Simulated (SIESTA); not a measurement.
AlCu3:

```
CELL_PARAMETERS angstrom
0.00000 2.88801 2.88801
2.88801 0.00000 2.88801
2.88801 2.88801 0.00000
ATOMIC_POSITIONS crystal
Cu 0.75000 0.75000 0.75000
Cu 0.25000 0.25000 0.25000
Cu 0.50000 0.50000 0.50000
Al 0.00000 0.00000 0.00000
```

The cell comes from a database or a generator and needn't be the stable form of this composition.

Base run:

```yaml
Program: SIESTA 5.4.2
Functional: LDA
Potentials_or_basis: PseudoDojo 0.4 standard (LDA files)
Basis: DZP (energy shift 0.003 Ry; two zetas on semicore shells)
Grid_cutoff: 800 Ry
Energy_shift: 0.003 Ry
k_mesh: 8 × 8 × 8
Occupations: fermi-dirac, width 0.05 eV
Spin: no spin polarisation
```

Its results: band gap on the k mesh none (metal or under the smearing width); pressure -4.7 GPa.

Q: The run is repeated on the same cell with these changes: functional from LDA to PBEsol; potentials or basis from PseudoDojo 0.4 standard (LDA files) to PseudoDojo 0.4 standard (PBEsol files). What comes out?

A: Band gap on the k mesh none (metal or under the smearing width); pressure 0.9 GPa.

Caveats: short orbitals over semicore shells can move pressures by several GPa; the basis of atomic orbitals isn't converged, which shifts pressures, moduli and gaps.

Not every run made on this cell is shown here.
